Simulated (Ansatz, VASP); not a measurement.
# SrO: VASP beside Ansatz

```xyz
2
Lattice="0.2056 2.7408 2.7408 2.7408 0.2056 2.7408 2.7408 2.7408 0.2056" Properties=species:S:1:pos:R:3 pbc="T T T"
Sr    0.0000    0.0000    0.0000
O     2.8436    2.8436    2.8436
```

Alike in both runs: task single point; functional PBE; k mesh 8 × 8 × 8; occupations gaussian, width 0.02 eV; no spin polarisation.

```csv
,VASP,Ansatz
version,VASP 6.6.1,Ansatz 0.2.0
potentials or method,"VASP PAW PBE potentials, release 64 (Sr_sv, O)","scalar-relativistic, plane waves, PAW"
plane-wave cutoff (eV),520,420
valence electrons in the cell,16,16
```

|  | VASP | Ansatz | Ansatz less VASP |
| --- | --- | --- | --- |
| gap on the k mesh at the Fermi level (eV) | 3.07 | 3.11 | +0.041 |
| least direct gap on the mesh (eV) | 3.16 | 3.18 | +0.022 |
| pressure (GPa) | -3.2 | -3.6 | -0.42 |
| largest component of the traceless stress (GPa) | 5.00 | 5.00 | -0.001 |

A k mesh can miss the band edges.
